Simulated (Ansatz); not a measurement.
# ¹¹³In nuclear quadrupole resonance in In5AgTe8

Cell: a computed structure from the Materials Project (it need not be an observed phase), taken as it stands.

Space group C2 (No. 5); a = 8.9611, b = 12.5756, c = 8.9648 Å, β = 90.24°.

| site | Wyckoff | site symmetry | x | y | z |
| --- | --- | --- | --- | --- | --- |
| In1 | 2a | 2 | 0.5000 | 0.9888 | 0.0000 |
| In2 | 2b | 2 | 0.5000 | 0.5112 | 0.5000 |
| In3 | 2b | 2 | 0.5000 | 0.9986 | 0.5000 |
| In4 | 4c | 1 | 0.2632 | 0.7495 | 0.7541 |
| Ag | 2a | 2 | 0.5000 | 0.5016 | 0.0000 |
| Te7 | 4c | 1 | 0.7557 | 0.8646 | 0.9807 |
| Te8 | 4c | 1 | 0.2456 | 0.8656 | 0.4783 |
| Te11 | 4c | 1 | 0.4716 | 0.6354 | 0.2462 |
| Te12 | 4c | 1 | 0.4844 | 0.1348 | 0.7518 |

One atom of each set is listed; the run and its k-mesh use a cell of 14 atoms with edges of 7.72, 7.72, 8.96 Å.

All values are calculated (Ansatz; DFT, r2SCAN, plane waves and PAW, scalar-relativistic, 500 eV cutoff, Γ-centred 4×4×3 k-points, Fermi–Dirac smearing 0.02 eV), not measured.

¹¹³In: I = 9/2, Q = 761.0 mb (year-2017 value). Static lattice, zero field.

Problem. Predict the zero-field ¹¹³In lines of each site.

Solution. For I = 9/2 and η = 0 the lines are |C_Q|/24 times 1, 2, 3 and 4; η shifts the lowest up most. At large η the states mix, and weaker lines appear at sums of the main ones; lines under 5 % of the strongest are left out.

```json
{"site": "In1", "atoms": "1", "V_zz (10²¹ V/m²)": "-6.95", "C_Q (MHz)": "-128", "η": "0.99", "line frequencies (MHz)": "13.2, 13.3, 19.3, 19.5, 26.5"}
{"site": "In2", "atoms": "1", "V_zz (10²¹ V/m²)": "-6.99", "C_Q (MHz)": "-129", "η": "0.98", "line frequencies (MHz)": "13.2, 13.4, 19.3, 19.7, 26.6"}
{"site": "In3", "atoms": "1", "V_zz (10²¹ V/m²)": "-0.60", "C_Q (MHz)": "-11.0", "η": "0.71", "line frequencies (MHz)": "0.930, 1.23, 1.31, 1.75, 2.16"}
{"site": "In4", "atoms": "2", "V_zz (10²¹ V/m²)": "-6.49", "C_Q (MHz)": "-119", "η": "0.99", "line frequencies (MHz)": "12.3, 12.4, 18.0, 18.2, 24.7"}
```

Problem. And for In-115 (I = 9/2, Q = 772.0 mb) on In2?

Solution. C_Q scales with Q to -130 MHz, with lines at 13.3, 13.6, 19.6, 20.0, 27.0 MHz.

Without spin–orbit coupling the gradients at and beside Te can be off by some per cent, at some sites by more. With a gap of 0.5 eV on this mesh, small gradients can still move by 0.1 × 10²¹ V/m² or more as the k-mesh gets denser.
